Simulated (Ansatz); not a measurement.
The system is TaS2.

```
CELL_PARAMETERS angstrom
3.35000 0.00000 0.00000
-1.67500 2.90119 0.00000
0.00000 0.00000 5.86000
ATOMIC_POSITIONS crystal
Ta 0.00000 0.00000 0.00000
S 0.66667 0.33333 0.75000
S 0.33333 0.66667 0.25000
```

Program: Ansatz 0.2.0. Alike in all runs: cell as given. Hardware: 2 threads of Arm Neoverse V2, on a shared host.

**Question.** Order these runs on this cell by their wall time, lowest first.
A. task projected density of states; level revPBE; potentials or basis Ansatz PAW; spin off; k mesh 9 × 9 × 5; cutoff (eV) 420; smearing gaussian 0.05 eV; mesh quality not flagged
B. task projected density of states; level revPBE0; potentials or basis SPMS NC; spin off; k mesh 5 × 5 × 3; cutoff (eV) 544; smearing fermi-dirac 0.1 eV; mesh quality coarse
C. task electron localisation function; level r2SCANh; potentials or basis Ansatz PAW; spin SOC, no magnetisation; k mesh 6 × 6 × 3; cutoff (eV) 500; smearing methfessel-paxton 0.1 eV; mesh quality coarse

**Answer.** A (4.1 s), B (33 s), C (180 s).

Caveats: some runs use coarse meshes; forces of over 1 eV/Å show positions far from the minimum, so gaps and moduli don't describe the material at rest (some runs).
